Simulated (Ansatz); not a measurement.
NbAs:

```xyz
4
Lattice="-1.7259 1.7259 5.8400 1.7259 -1.7259 5.8400 1.7259 1.7259 -5.8400" Properties=species:S:1:pos:R:3 pbc="T T T"
Nb    0.0000    1.7259    0.0000
Nb    0.0000    0.0000    8.7600
As    0.0000    1.7259    4.8589
As    0.0000    0.0000    1.9389
```

Base run:

- Program: Ansatz 0.2.0
- Functional: LDA
- Potentials or basis: Ansatz PAW
- Cutoff: 420 eV (not typed: the program's choice for these potentials)
- k mesh: 11 × 11 × 11
- Occupations: fermi-dirac, width 0.05 eV
- Spin: no spin polarisation
- Hubbard terms: Nb d U = 3 eV

Its results: band gap on the k mesh none (metal or under the smearing width); pressure -4.5 GPa; largest force 0.267 eV/Å.

Problem. The run is repeated on the same cell with these changes: hubbard terms from Nb d U = 3 eV to Nb d U = 4 eV. What comes out?

Solution. Band gap on the k mesh none (metal or under the smearing width); pressure -4.1 GPa; largest force 0.258 eV/Å.

Caveats: U without spin polarisation on a metal has little footing; the PAW data sets come from PBE, with cores solved anew for the run's functional, which leaves a small shift of forces and pressure; the U is typed as a test and isn't derived for this compound.
